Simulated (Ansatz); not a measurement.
# ZnS: S vacancy

Aim: make a S vacancy in a supercell of 32 atoms of ZnS, relax it, in the charges +2, +1, 0, -1, and find its formation energy, moment and surroundings.

Method: DFT PBE, scalar-relativistic, plane waves, PAW, in Ansatz 0.2.0.

2 further runs of the same task are left out: 2 set aside as unsound or not needed.

**1. The system as given**

The structure is hexagonal, space group P6_3mc (No. 186). Conventional cell: a = 3.846 Å, b = 3.846 Å, c = 12.589 Å, α = 90.00°, β = 90.00°, γ = 120.00°. Zn (site symmetry 3m) has 4 S at 2.36 Å in its first shell of neighbours. S (site symmetry 3m) has 4 Zn at 2.36 Å in its first shell of neighbours.

Coordinates:

```
Zn S
1.0
     3.84616    0.00000    0.00000
    -1.92308    3.33087    0.00000
     0.00000    0.00000   12.58869
Zn S
4 4
Direct
  0.66667 0.33333 0.75004
  0.33333 0.66667 0.25004
  0.00000 0.00000 0.50009
  0.00000 0.00000 0.00009
  0.66667 0.33333 0.93761
  0.33333 0.66667 0.43761
  0.00000 0.00000 0.68726
  0.00000 0.00000 0.18726
```

It goes back to an entry of the Materials Project.

It is the result of an earlier relaxation at this level (volume 20.16 Å³/atom; gap on the mesh: 2.05 eV).

The host's static dielectric tensor, from an earlier linear-response run, has a mean of 9.29.

The perfect supercell (rows -2 -2 0; 2 0 0; 0 0 1 in vectors of this cell) comes from an earlier run at this level (32 atoms, E(σ→0) -67563.3432 eV, gap 2.04 eV on its own mesh).

**2. Setting up the defect**

The atom at (0.333, 0.167, 0.938) of the supercell is taken out. A small random displacement (spread 0.05 Å) lets the symmetry of the site break. Its neighbours are 4 Zn at 2.36 Å.

**3. Charge state 0**

Input file input.yaml:

```yaml
crystal:
  lattice:
    - [-3.8461551847, -6.6617361935, 0.0]
    - [7.6923103692, -1.0e-10, 0.0]
    - [0.0, 0.0, 12.5886853746]
  atoms:
    - { symbol: Zn, position: [0.3370234554, 0.1686988739, 0.7503804357] }
    - { symbol: Zn, position: [0.3333333333, 0.6666666667, 0.7500383538] }
    - { symbol: Zn, position: [0.8333333333, 0.1666666667, 0.7500383538] }
    - { symbol: Zn, position: [0.8333333333, 0.6666666667, 0.7500383538] }
    - { symbol: Zn, position: [0.1666666667, 0.8333333333, 0.2500383538] }
    - { symbol: Zn, position: [0.1666666667, 0.3333333333, 0.2500383538] }
    - { symbol: Zn, position: [0.6666666667, 0.8333333333, 0.2500383538] }
    - { symbol: Zn, position: [0.6666666667, 0.3333333333, 0.2500383538] }
    - { symbol: Zn, position: [0.5, 0.5, 0.5000855079] }
    - { symbol: Zn, position: [0.5, 0.0, 0.5000855079] }
    - { symbol: Zn, position: [1.0, 0.5, 0.5000855079] }
    - { symbol: Zn, position: [1.0, 0.0, 0.5000855079] }
    - { symbol: Zn, position: [0.0, 0.5, 8.55079e-05] }
    - { symbol: Zn, position: [-0.0094246188, -0.0037722019, -0.0040403353] }
    - { symbol: Zn, position: [0.486552479, 0.487982263, 0.0036655151] }
    - { symbol: Zn, position: [0.5019688869, -0.005566379, 0.0053429274] }
    - { symbol: S, position: [0.3333333333, 0.6666666667, 0.937611493] }
    - { symbol: S, position: [0.8333333333, 0.1666666667, 0.937611493] }
    - { symbol: S, position: [0.8333333333, 0.6666666667, 0.937611493] }
    - { symbol: S, position: [0.1666666667, 0.8333333333, 0.437611493] }
    - { symbol: S, position: [0.1666666667, 0.3333333333, 0.437611493] }
    - { symbol: S, position: [0.6666666667, 0.8333333333, 0.437611493] }
    - { symbol: S, position: [0.6666666667, 0.3333333333, 0.437611493] }
    - { symbol: S, position: [0.5, 0.5, 0.6872636452] }
    - { symbol: S, position: [0.5, 0.0, 0.6872636452] }
    - { symbol: S, position: [1.0, 0.5, 0.6872636452] }
    - { symbol: S, position: [1.0, 0.0, 0.6872636452] }
    - { symbol: S, position: [0.0, 0.5, 0.1872636452] }
    - { symbol: S, position: [0.0, 0.0, 0.1872636452] }
    - { symbol: S, position: [0.5, 0.5, 0.1872636452] }
    - { symbol: S, position: [0.5, 0.0, 0.1872636452] }
  host:
    lattice:
      - [3.8461551846, 0.0, 0.0]
      - [-1.9230775923, 3.3308680968, 0.0]
      - [0.0, 0.0, 12.5886853746]
    atoms:
      - { symbol: Zn, position: [0.6666666667, 0.3333333333, 0.7500383538] }
      - { symbol: Zn, position: [0.3333333333, 0.6666666667, 0.2500383538] }
      - { symbol: Zn, position: [0.0, 0.0, 0.5000855079] }
      - { symbol: Zn, position: [0.0, 0.0, 8.55079e-05] }
      - { symbol: S, position: [0.6666666667, 0.3333333333, 0.937611493] }
      - { symbol: S, position: [0.3333333333, 0.6666666667, 0.437611493] }
      - { symbol: S, position: [0.0, 0.0, 0.6872636452] }
      - { symbol: S, position: [0.0, 0.0, 0.1872636452] }
basis:
  ecutwfc: 420
  xc_grid: 2
kpoints:
  mp_grid: { grid: [2, 2, 2], shift: [0.0, 0.0, 0.0] }
hamiltonian:
  xc: pbe
scf:
  occupations: { method: gaussian, width: 0.01 }
output:
  forces: true
  stress: false
  eigenvalues: true
  charged_corrections:
    defect_position: [0.33333333, 0.16666667, 0.93761149]
    epsilon: [[9.189, 0.0, 0.0], [0.0, 9.189, 0.0], [0.0, 0.0, 9.4861]]
  write_density: true
  write_potential: true
  elf: true
  volumetric_format: npy
relax:
  adjacent_minimum: "off"
  f_tol: 0.025
  max_steps: 45
```

Command:

```console
> ansatz run input.yaml --threads 4 --pin off --max-ram 10240MiB --backend cpu --events-out ev --progress --plain --runs-dir out
```

Further runs follow: charge state +1; charge +1 again, with another moment; charge state +2; relaxing the defect, charge -1; charge -1, second spin start.

What does the calculation give? Wanted: formation energy, neutral; nearest atoms after relaxation, one image of each, neutral.

As calculated:

| quantity | value |
| --- | --- |
| formation energy, neutral | 3.60 eV |
| nearest atoms after relaxation, one image of each, neutral | 1 Zn at 1.67 Å, 1 Zn at 1.88 Å, 1 Zn at 2.68 Å, 1 Zn at 2.72 Å |
| level (+2/+1) above the valence top | 1.17 eV |
| level (+1/0) above the valence top | 0.94 eV |
| level (0/-1) above the valence top | 1.94 eV |

**Reading.** Forming the neutral defect takes 3.60 eV with the elements as reservoirs. With elemental S as the reservoir this is the highest cost; S-poor conditions lower it. Spin polarisation was off in the neutral run, so a moment could not show there. Spin was allowed in some charges only (not in +2, 0): their moments are zero by construction, and levels between the two kinds of run can be off. Among the charges computed the stable one is +2 at the valence top, changing to 0 at 1.06 eV, changing to -1 at 1.94 eV, in a gap of 2.05 eV. The levels on either side of charge +1 are inverted, so that state is never the lowest (negative U). Levels are placed in the host's Kohn-Sham gap, which is usually too small at this level and squeezes them. With 32 host sites the defect feels its images, so energies are good to tenths of an eV at best. Other minima may exist. Some runs ended without the moments they were started with.

A log calls its force constants unconverged on the k mesh, so modes and the static dielectric constant formed from them are rough.
